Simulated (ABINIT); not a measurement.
C in ABINIT: convergence with k mesh

The system is C.

```
CELL_PARAMETERS angstrom
0.00000 1.78337 1.78337
1.78337 0.00000 1.78337
1.78337 1.78337 0.00000
ATOMIC_POSITIONS crystal
C 0.75000 0.75000 0.75000
C 0.50000 0.50000 0.50000
```

This isn't the form of C at room conditions, which is graphite.

```yaml
Program: ABINIT 10.8.3 (patched build)
Task: single point
Functional: LDA
Potentials_or_basis: HGH LDA
Cutoff: 1442 eV
k_mesh: 3 × 3 × 3
Occupations: gaussian, width 0.1 eV
Spin: no spin polarisation
```

These are the settings of the first run; the series varies k mesh, with any setting tied to it.

Hardware: 1 thread of Arm Neoverse V2 (shared host).

```tsv
k mesh	energy less the tightest run, at zero smearing (meV/atom)	pressure (GPa)	gap on the mesh (eV)	SCF cycles	CPU time (s)	peak memory (GiB)
3 × 3 × 3	284.96	-11.17	4.088	6	0.65	0.06
4 × 4 × 4	65.33	-15.00	4.415	6	1.1	0.06
6 × 6 × 6	4.70	-15.93	4.141	6	2.1	0.06
8 × 8 × 8	0.39	-15.98	4.120	6	3.9	0.06
10 × 10 × 10	0.05	-15.98	4.156	6	6.4	0.06
12 × 12 × 12	-0.02	-15.98	4.143	6	9.7	0.06
14 × 14 × 14	-0.01	-15.98	4.118	6	15	0.07
16 × 16 × 16	-0.01	-15.98	4.120	6	20	0.07
20 × 20 × 20	0.00	-15.98	4.122	6	35	0.07
```

Against the tightest run, the energy stays within 1 meV/atom from 8 × 8 × 8 on; the pressure stays within 0.1 GPa from 6 × 6 × 6 on; the gap on the mesh stays within 0.01 eV from 14 × 14 × 14 on. Meshes of other sizes hit other points, so gaps and Fermi surfaces needn't settle smoothly. The tightest run that finished is the yardstick and may itself not be fully converged.

Caveat, for the tightest run too: so large a pressure means that the cell lies far from this level's equilibrium, or that cutoff or potentials fall short; HGH potentials are hard and often keep d shells in the core, so these values are rough.
